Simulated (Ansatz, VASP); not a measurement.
**Pb, level by level in two programs**

```
CELL_PARAMETERS angstrom
-1.96637 1.96637 1.96637
1.96637 -1.96637 1.96637
1.96637 1.96637 -1.96637
ATOMIC_POSITIONS crystal
Pb 0.00000 0.00000 0.00000
```

Change from the starting cell: volume scaled by 0.98.

Single points on this cell with VASP 6.6.1 and Ansatz 0.2.0. Each row is one pair of runs. Alike in all rows: spin: off; k mesh: 9 × 9 × 9; smearing: fermi-dirac, width 0.05 eV; VASP's potentials, cutoff: VASP PAW PBE potentials, release 64 (Pb_d), 520 eV.

| level | Ansatz's potentials, cutoff | gap on the k mesh at the Fermi level (eV), VASP | gap on the k mesh at the Fermi level (eV), Ansatz | pressure (GPa), VASP | pressure (GPa), Ansatz |
| --- | --- | --- | --- | --- | --- |
| PBE | Ansatz PAW, 420 eV | none | none | 1.7 | 1.7 |
| r2SCAN | Ansatz PAW, 500 eV | none | none | 0.5 | 0.5 |
| PBEsol | Ansatz PAW, 420 eV | none | none | -1.2 | -1.2 |

Pressure (GPa): the two programs differ by at most 0.07.

A gap of «none» marks a metal or a gap that the smearing closes.

Caveats: the PAW data sets were made with another functional, which shifts forces and pressure a little (VASP); the PAW data sets come from PBE, with cores solved anew for the run's functional, which leaves a small shift of forces and pressure (Ansatz).
